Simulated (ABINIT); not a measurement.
Ti2C:

```xyz
3
Lattice="1.5407 0.8895 4.8138 -1.5407 0.8895 4.8138 0.0000 -1.7790 4.8138" Properties=species:S:1:pos:R:3 pbc="T T T"
Ti    0.0000    0.0000   10.8960
Ti    0.0000    0.0000    3.5453
C     0.0000    0.0000    7.2207
```

The cell comes from a database or a generator and needn't be the stable form of this composition.

| Property | Result |
| --- | --- |
| Program | ABINIT 10.8.3 (patched build) |
| Task | relaxation of cell and atoms |
| Functional | LDA |
| Potentials or basis | PseudoDojo NC SR LDA v0.4.1 standard |
| Cutoff | 1143 eV |
| k mesh | 8 × 8 × 8 |
| Occupations | fermi-dirac, width 0.05 eV |
| Spin | no spin polarisation |

At the start: pressure -9.1 GPa; volume 13.19 Å³/atom.

Q: How do energy, volume and symmetry change on relaxing?

A: Over 8 steps the energy falls by 19.2 meV/atom and the volume is 12.49 Å³/atom (-5.3 %); space group R-3m (No. 166, to 0.05 Å).

The path:
```
step  energy change (eV)  largest force (eV/Å)  pressure (GPa)  volume (Å³)
   1              0.0000                0.3476           -9.07        39.58
   2             -0.0451                0.0281           -3.71        38.50
   3             -0.0536                0.2388           -0.03        37.79
   4             -0.0547                0.2056            0.04        37.73
   5             -0.0573                0.0053            0.03        37.49
   6             -0.0574                0.0005           -0.01        37.49
   7             -0.0576                0.0027           -0.02        37.47
   8             -0.0576                0.0003            0.00        37.47
```

Final structure:
```xyz
3
Lattice="1.5140 0.8741 4.7190 -1.5140 0.8741 4.7190 0.0000 -1.7482 4.7190" Properties=species:S:1:pos:R:3 pbc="T T T"
Ti    0.0000    0.0000   10.6680
Ti    0.0000    0.0000    3.4889
C     0.0000    0.0000    7.0784
```
